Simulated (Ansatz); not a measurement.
# NaH, space group Fm-3m: a phonon calculation by linear response

Program: Ansatz 0.2.0 through its Python package.

`nah_dfpt.py`
```python
from dataclasses import dataclass
from pathlib import Path

import ansatz as az
import numpy as np


@dataclass
class Settings:
    xc: str = "pbe"
    occupations: str = "Fixed"
    kgrid: tuple[int, ...] = (6, 6, 6)


opts = Settings()

vectors = np.array([
    [0.0, 2.44, 2.44],
    [2.44, 0.0, 2.44],
    [2.44, 2.44, 0.0],
])
xtal = (
    az.Lattice.of(vectors)
    .atom("Na", (0.0, 0.0, 0.0))
    .atom("H", (0.5, 0.5, 0.5))
)

setup = xtal.calculation()
setup = setup.functional(opts.xc)
setup = setup.occupations(opts.occupations)
setup = setup.kpoints(*opts.kgrid).phonons("dfpt", dielectric=True, lo_to_directions=[(1, 1, 1)])
outcome = setup.run(threads=1, backend="cpu", runs_dir="runs")
ph = outcome.phonons

print("Gamma modes (1/cm):", " ".join(f"{w:.1f}" for w in ph.gamma_omega_inv_cm))
print("in meV:", " ".join(f"{w * 0.1239842:.2f}" for w in ph.gamma_omega_inv_cm))
field = outcome.phonons_dielectric
print("eps_inf diagonal:", np.round(np.diag(field.eps_inf), 3))
for site, z in zip(outcome.lattice.sites, field.zstar_e):
    print(f"Born charge {site.symbol:2s}", np.round(np.diag(z), 3) + 0.0)
rows = (Path(outcome.output_folder) / "results" / "optical_modes.tsv").read_text().splitlines()
for line in rows:
    if not line.startswith("#"):
        print("  ".join(f"{float(v):.3f}" for v in line.split()[:8]))
```

Running `python nah_dfpt.py` prints:
```text
DeckWarning: basis.ecutwfc = 420 eV, auto-derived from the records' recommended cutoffs: set by Na (normal level)
DeckWarning: phonons.dielectric: true without phonons.rigid_motions: the static dielectric tensor ε⁰ will be withheld (ε∞, Z* and the rows of modes are given); for a crystal or a slab, whose only [...]
Gamma modes (1/cm): 0.0 0.0 0.0 464.1 464.1 464.1
in meV: 0.00 0.00 0.00 57.54 57.54 57.54
eps_inf diagonal: [3.12 3.12 3.12]
Born charge Na [0.981 0.981 0.981]
Born charge H  [-0.981 -0.981 -0.981]
0.000  0.000  0.000  464.085  3.000  68.957  0.996  -0.000
0.577  0.577  0.577  464.085  2.000  45.971  0.664  -0.332
0.577  0.577  0.577  869.609  1.000  22.986  0.332  0.332
```
(Warnings from the package without file and line, shortened.)

Notes:
- The cell isn't relaxed first, so the values belong to this volume.
- The starting cell is as deposited in a crystallographic database; the results hold for this polymorph, which needn't be the stable one.
- The structure is taken as given; imaginary modes can come from an unrelaxed or unstable start.
- Hardware and time: 8.1 s on 1 thread of Arm Neoverse V2, with other jobs on the host, peak memory 0.4 GiB.

(Lines on the test bed's own set-up are left out of the output.)
